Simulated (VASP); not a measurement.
# Al (Im-3m) in VASP: further runs, part 2 of 2

VASP 6.6.1.

## Step 5: Relaxation of cell and atoms, B3LYP+TS

File POSCAR:

```
Al
1.0
   -1.5912186900      1.5912186900      1.5912186900
    1.5912186900     -1.5912186900      1.5912186900
    1.5912186900      1.5912186900     -1.5912186900
Al
1
Direct
    0.0000000000      0.0000000000      0.0000000000
```

File INCAR.step1:

```
SYSTEM = Al
PREC = Accurate
ENCUT = 600
EDIFF = 1E-5
ISMEAR = 0
SIGMA = 0.05
LREAL = On
LASPH = .TRUE.
NELM = 100
ALGO = Normal
LWAVE = .TRUE.
LCHARG = .FALSE.
IMIX = 1
AMIX = 0.1
GGA = PE
```

File INCAR.step2:

```
SYSTEM = Al
PREC = Accurate
ENCUT = 600
EDIFF = 1E-6
ISMEAR = 0
SIGMA = 0.05
LREAL = On
LASPH = .TRUE.
NELM = 100
ALGO = Normal
ISIF = 3
LWAVE = .FALSE.
LCHARG = .FALSE.
GGA = B3
LHFCALC = .TRUE.
AEXX = 0.2
AGGAX = 0.72
AGGAC = 0.81
ALDAC = 0.19
PRECFOCK = Fast
HFRCUT = -1
IVDW = 2
IBRION = 1
NSW = 40
EDIFFG = -0.01
IMIX = 1
AMIX = 0.1
ISTART = 1
```

File KPOINTS:

```
regular mesh
0
G
  6 6 6
  0 0 0
```

Potentials or basis: VASP PAW PBE potentials, release 64 (Al).

The run is started by

```console
$ cat potpaw_PBE.64/Al/POTCAR > POTCAR
$ cp INCAR.step1 INCAR
$ mpirun -np 1 vasp_std > vasp.out
$ cp INCAR.step2 INCAR
$ mpirun -np 1 vasp_std > vasp.out
```

OUTCAR:

```text
SYSTEM = Al
   PREC = Accurate
   ENCUT = 600
   EDIFF = 1E-6
   ISMEAR = 0
   LREAL = On
   LASPH = .TRUE.
   NELM = 100
   ISIF = 3
   GGA = B3
   LHFCALC = .TRUE.
   AEXX = 0.2
   PRECFOCK = Fast
   IVDW = 2
   IBRION = 1
   NSW = 40
   EDIFFG = -0.01
   IMIX = 1
   AMIX = 0.1
   ISTART = 1
  IVDW =   2

 ion  position               nearest neighbor table
   1  0.000  0.000  0.000-

  LATTYP: Found a body centered cubic cell.
 ALAT       =     3.1824373800

  Lattice vectors:

 A1 = (  -1.5912186900,   1.5912186900,   1.5912186900)
 A2 = (   1.5912186900,  -1.5912186900,   1.5912186900)
 A3 = (   1.5912186900,   1.5912186900,  -1.5912186900)

Analysis of symmetry for initial positions (statically):
=====================================================================
 Subroutine PRICEL returns:
[... 252 lines left out ...]

 number of electron       3.0000000 magnetization

 Free energy of the ion-electron system (eV)
  ---------------------------------------------------
  ext. energy  EPLUGINS =         0.00000000
  ---------------------------------------------------
  free energy    TOTEN  =        -3.20926344 eV

  energy without entropy =       -3.20764610  energy(sigma->0) =       -3.20845477

 E-fermi :   9.5075     XC(G=0):  -8.4330

 val. band max:        8.1941088098   @ k =   0.5000   0.5000   0.3333
 cond. band min:       9.5481819260   @ k =  -0.3333   0.5000   0.1667
 fundamental gap:      1.3540731162
 Fermi energy:         9.5075109336

 k-point     1 :       0.0000    0.0000    0.0000
  band No.  band energies     occupation
      1      -4.3505      2.00000
      2      24.3970      0.00000
      3      24.3970      0.00000
      4      24.3970      0.00000
      5      26.5270      0.00000
[... 113 lines left out ...]
 k-point    16 :       0.5000    0.5000    0.5000
  band No.  band energies     occupation
      1      13.0000      0.00000
      2      13.0000      0.00000
      3      13.0000      0.00000
      4      13.9671      0.00000
      5      13.9671      0.00000

------------------------ aborting loop because EDIFF is reached ----------------------------------------

  Hirshfeld charges:
            ion         q(e)
   ------------------------------
      1     Al       0.00000000

  Tkatchenko/Scheffler method for vdW energy calculation

  Number of pair interactions contributing to vdW energy:   35052

  Edisp (eV):   -0.76303
[... 24 lines left out ...]
  FREE ENERGIE OF THE ION-ELECTRON SYSTEM (eV)
  ---------------------------------------------------
  free  energy   TOTEN  =        -3.9722895540 eV

  energy  without entropy=       -3.9706722159  energy(sigma->0) =       -3.97148088

 reached required accuracy - stopping structural energy minimisation
```

OUTCAR.step1:

```text
SYSTEM = Al
   PREC = Accurate
   ENCUT = 600
   EDIFF = 1E-5
   ISMEAR = 0
   LREAL = On
   LASPH = .TRUE.
[... 336 lines left out ...]
 -----------------------------------------------------------------------------------
      0.00000      0.00000      0.00000         0.000000     -0.000000      0.000000
 -----------------------------------------------------------------------------------
    total drift:                                0.000000      0.000000      0.000000

  FREE ENERGIE OF THE ION-ELECTRON SYSTEM (eV)
  ---------------------------------------------------
  free  energy   TOTEN  =        -3.7118972443 eV

  energy  without entropy=       -3.7102799062  energy(sigma->0) =       -3.71108858
```

OSZICAR.step1:

```text
N       E                     dE             d eps       ncg     rms          rms(c)
DAV:   1    -0.123521194820E+01   -0.12352E+01   -0.10400E+03   165   0.401E+02
DAV:   2    -0.371331706755E+01   -0.24781E+01   -0.22496E+01   190   0.320E+01
DAV:   3    -0.373579796080E+01   -0.22481E-01   -0.22481E-01   210   0.393E+00
[... 30 lines left out ...]
DAV:  34    -0.371194618472E+01    0.19467E-04   -0.53339E-07    95   0.469E-03    0.492E-02
DAV:  35    -0.371193016928E+01    0.16015E-04   -0.43822E-07    95   0.424E-03    0.445E-02
DAV:  36    -0.371191699256E+01    0.13177E-04   -0.36004E-07    95   0.384E-03    0.403E-02
DAV:  37    -0.371190615602E+01    0.10837E-04   -0.29578E-07    95   0.348E-03    0.365E-02
DAV:  38    -0.371189724427E+01    0.89117E-05   -0.24297E-07    95   0.315E-03
   1 F= -.37118972E+01 E0= -.37110886E+01  d E =-.161734E-02
```

Wall time 2.8 min (1 thread of Intel Xeon Platinum 8488C (Sapphire Rapids), shared host); peak memory 0.14 GiB.

These settings aren't checked as converged: the numbers below hold their error.

What came out:

```
Free energy                            : -3.9723 eV
Relaxed volume                         : 14.99 Å³/atom
Relaxed cell                           : a = 2.690 Å, b = 2.690 Å, c = 2.690 Å, α = 109.47°, β = 109.47°, γ = 109.47°
Space group after relaxing (to 0.05 Å) : Im-3m (No. 229)
Energy gained by relaxing              : 16.9 meV/atom
Ionic steps                            : 3
Pressure after relaxing                : 0.1 GPa
Band gap on the k mesh                 : none (metal or under the smearing width)
Dispersion energy per atom             : -0.763 eV
```

Caveat: the k mesh is coarse (spacing up to 0.47 Å⁻¹), so the values aren't converged, least of all with exact exchange; atom-pairwise D2, TS and ULG terms overbind metals; the PAW data sets were made with another functional, which shifts forces and pressure a little; pairwise dispersion overbinds metals, which lowers pressure and volume.
